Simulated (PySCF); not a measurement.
## Electronic absorption of C8H6

Species: C8H6.
Cartesian coordinates in Å at the GFN2-xTB level; atoms count from 1:
```
atom  x, y, z in Å
C1     2.210    1.883    1.639
C2     1.415    1.206    1.047
C3     0.476    0.407    0.350
C4    -0.044    0.837   -0.870
C5    -0.959    0.051   -1.545
C6    -1.363   -1.163   -1.013
C7    -0.850   -1.593    0.200
C8     0.067   -0.816    0.882
H9     2.905    2.475    2.157
H10    0.273    1.785   -1.279
H11   -1.359    0.387   -2.491
H12   -2.078   -1.774   -1.544
H13   -1.166   -2.538    0.617
H14    0.473   -1.146    1.828
```

Method: TDDFT wB97X-D/def2-SVPD, vertical, gas phase, core orbitals frozen in the response in PySCF.

**Question.** Predict the UV-vis stick spectrum at this level.

**Answer.** 

```
state  E (eV)  ν̃ (cm⁻¹)       f  main configurations (H = HOMO, L = LUMO)
   S1    5.26      42410  0.0004                  H-1→L (48%), H→L+1 (48%)
   S2    5.42      43740   0.307                                 H→L (88%)
   S3    5.76      46480  0.0000                 H-2→L (90%), H-2→L+8 (8%)
   S4    6.48      52270  0.0000   H→L+4 (63%), H→L+5 (20%), H-3→L+4 (10%)
   S5    6.63      53460   0.324                  H→L+1 (50%), H-1→L (47%)
   S6    6.73      54270   0.241                H-1→L+1 (70%), H-3→L (17%)
   S7    7.08      57090   0.014                               H→L+2 (88%)
   S8    7.37      59420  0.0032                             H-2→L+1 (92%)
```

Triplets, Tamm–Dancoff:

| state | E (eV) | λ (nm) | main configurations (H = HOMO, L = LUMO) |
| --- | --- | --- | --- |
| T1 | 3.74 | 331.9 | H→L (86%), H-1→L+1 (8%) |
| T2 | 4.69 | 264.6 | H-1→L (62%), H→L+1 (34%) |
| T3 | 4.76 | 260.7 | H-1→L+1 (88%), H→L (9%) |

The lowest singlet comes at 236 nm (507 kJ/mol) in the ultraviolet; it is dark (f under 0.0005); its leading configuration is HOMO-1→LUMO (48%). The strongest level in the table is S5 at 6.63 eV (187 nm, f = 0.324). Löwdin shares by element: HOMO carbon 68% or more (atoms not listed hold the other 32%); LUMO carbon 56% or more (atoms not listed hold the other 44%). The listed states span 2.11 eV, and the widest gap between neighbours is 0.72 eV (S3 to S4). Orbital energies (eV): HOMO-3 -11.01, HOMO-2 -10.00, HOMO-1 -9.39, HOMO -8.63, LUMO 0.64, LUMO+1 1.33, LUMO+2 2.36. Of the 8 states listed, 4 reach f = 0.01 and 3 stay under 0.0005. The window holds the lowest 8 singlets.
